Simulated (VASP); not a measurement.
# VASP inputs for Li2O (strained measured structure)

INCAR

```
ENCUT = 520
ISIF = 2
NBANDS = 13
LASPH = .TRUE.
NELM = 120
LREAL = .FALSE.
LWAVE = .FALSE.
ISMEAR = -1
SIGMA = 0.02
NSW = 0
LCHARG = .FALSE.
PREC = Accurate
GGA = PE
EDIFF = 1E-7
IBRION = -1
```

KPOINTS

```
KPOINTS created by Atomic Simulation Environment
0
Gamma
10 10 10
0 0 0
```

KPOINTS_OPT

```
special points
7
Reciprocal
0.0000000000 0.0000000000 0.0000000000 1
0.5000000000 0.0000000000 0.5000000000 1
0.6250000000 0.2500000000 0.6250000000 1
0.3750000000 0.3750000000 0.7500000000 1
0.5000000000 0.5000000000 0.5000000000 1
0.5000000000 0.2500000000 0.7500000000 1
0.0000000000 0.5000000000 0.5000000000 1
```

POSCAR

```
Li O
 1.0000000000000000
     0.0000000000000000    2.2596185042000001    2.2596185042000001
     2.2596185042000001    0.0000000000000000    2.2596185042000001
     2.2596185042000001    2.2596185042000001    0.0000000000000000
 Li  O
   2   1
Cartesian
  1.1298092520999998  1.1298092520999998  1.1298092520999998
  3.3894277562999995  3.3894277562999995  3.3894277562999995
  0.0000000000000000  0.0000000000000000  0.0000000000000000
```

VASP ran with the recommended PBE PAW datasets (12 valence electrons in the cell).

Estimate the main results of this run.

gap between bands v and c 5.10 eV; least direct gap 5.78 eV; pressure 6.5 GPa.

Band v is the last that the valence electrons fill when counted band by band, and c is the next. Levels in eV from the top of v:

```csv
point,v−1,v,c,c+1
Γ,0.00,0.00,5.78,12.31
X,-1.50,-1.50,5.10,14.17
K,-1.57,-1.18,6.77,12.24
L,-0.48,-0.48,9.65,10.50
W,-1.56,-1.56,7.41,10.93
```
